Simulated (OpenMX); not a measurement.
Crystal: Y.

```
Y
1.0
     3.64740    0.00000    0.00000
    -1.82370    3.15874    0.00000
     0.00000    0.00000    5.73060
Y
2
Direct
  0.66667 0.33333 0.75000
  0.33333 0.66667 0.25000
```

* Program: OpenMX 3.8.5
* Task: single point
* Functional: PBE
* Potentials or basis: OpenMX 2013 PBE set, Y8.0-s3p2d2, grid cutoff 400 Ry
* k mesh: 9 × 9 × 5
* Occupations: fermi-dirac, width 0.05 eV
* Spin: no spin polarisation

On this cell: pressure -0.1 GPa; largest force 0.005 eV/Å; band gap on the k mesh none (metal or under the smearing width).

The same run follows on a disturbed copy (atoms moved at random, drawn with an rms of 0.05 Å):

```
Y
1.0
     3.64740    0.00000    0.00000
    -1.82370    3.15874    0.00000
     0.00000    0.00000    5.73060
Y
2
Direct
  0.67008 0.32178 0.75123
  0.33051 0.67413 0.25563
```

Task: What changes?

Result: The energy (extrapolated to zero smearing) moves by +2.6 meV/atom; pressure -0.1 GPa; largest force 0.139 eV/Å; band gap on the k mesh none (metal or under the smearing width).

Forces on the atoms (eV/Å):
```
Y   -0.067  0.075  0.095
Y    0.067 -0.074 -0.097
```

Caveats: the basis of atomic orbitals isn't converged, which shifts pressures, moduli and gaps.
